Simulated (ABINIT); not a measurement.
A run of ABINIT 10.8.3 (patched build) is set up as follows.

The input run.abi:

```
# Datasets: one volume each
ndtset 7
getwfk -1
scalecart1 3*0.9795861087
scalecart2 3*0.9864848297
scalecart3 3*0.9932883884
scalecart4 3*1.0000000000
scalecart5 3*1.0066227096
scalecart6 3*1.0131594038
scalecart7 3*1.0196128224

# Pseudopotentials
pp_dirpath "./"
pseudos "V.upf"

# Structure
acell 3*1.0
rprim
    -2.8617067568     2.8617067568     2.8617067568
     2.8617067568    -2.8617067568     2.8617067568
     2.8617067568     2.8617067568    -2.8617067568
ntypat 1
znucl 23
natom 1
typat 1
xred
     0.0000000000     0.0000000000     0.0000000000

# Plane-wave basis
ecut 42.0

# k points
kptopt 1
ngkpt 12 12 12
nshiftk 1
shiftk 0.0 0.0 0.0

# Exchange and correlation
ixc -116133

# Bands and occupations
nband 11
occopt 3
tsmear 0.05 eV

# Spin
nsppol 2
spinat
     0.0000000000     0.0000000000     2.0000000000

# SCF cycle
nstep 100
tolvrs 1.0e-10

# Output
iomode 3
prtwf 1
prtden 0
prteig 0
prtebands 0
```

Potentials or basis: PseudoDojo NC SR PBEsol v0.4.1 standard.

The run is started by

```console
$ abinit run.abi > log 2>&1
```

(1) Estimate the bulk modulus.

(2) Estimate the equilibrium volume.

Results:

(1) 195 GPa (rough).

(2) 12.95 Å³/atom (rough: see the caveat).

Caveat: pressures at fixed basis lie under the slope of the energies; the minimum lies outside the volumes run.
